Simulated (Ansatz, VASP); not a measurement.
**Two plane-wave programs on HgTe**

```
Hg Te
1.0
     0.00000    3.25589    3.25589
     3.25589    0.00000    3.25589
     3.25589    3.25589    0.00000
Hg Te
1 1
Direct
  0.00000 0.00000 0.00000
  0.75000 0.75000 0.75000
```

Alike in both runs: functional PBEsol; k mesh 12 × 12 × 12; occupations gaussian, width 0.1 eV; no spin polarisation.

Ansatz relaxed the structure, and its values are those at the end. VASP's run is a single point on that final structure, the one shown.

|  | VASP | Ansatz |
| --- | --- | --- |
| version | VASP 6.6.1 | Ansatz 0.2.0 |
| potentials or method | VASP PAW PBE potentials, release 64 (Hg, Te) | scalar-relativistic, plane waves, PAW |
| plane-wave cutoff (eV) | 520 | 420 |
| valence electrons in the cell | 18 | 36 |

```tsv
	VASP	Ansatz	Ansatz less VASP
gap on the k mesh at the Fermi level (eV)	none	none	-
pressure (GPa)	0.1	0.0	-0.10
```

A gap of «none» marks a metal or a gap that the smearing closes. The two sets of potentials don't hold the same shells in valence.

Caveats: the PAW data sets were made with another functional, which shifts forces and pressure a little (VASP). The runs have no spin-orbit coupling, so splittings on Hg, Te are missing.
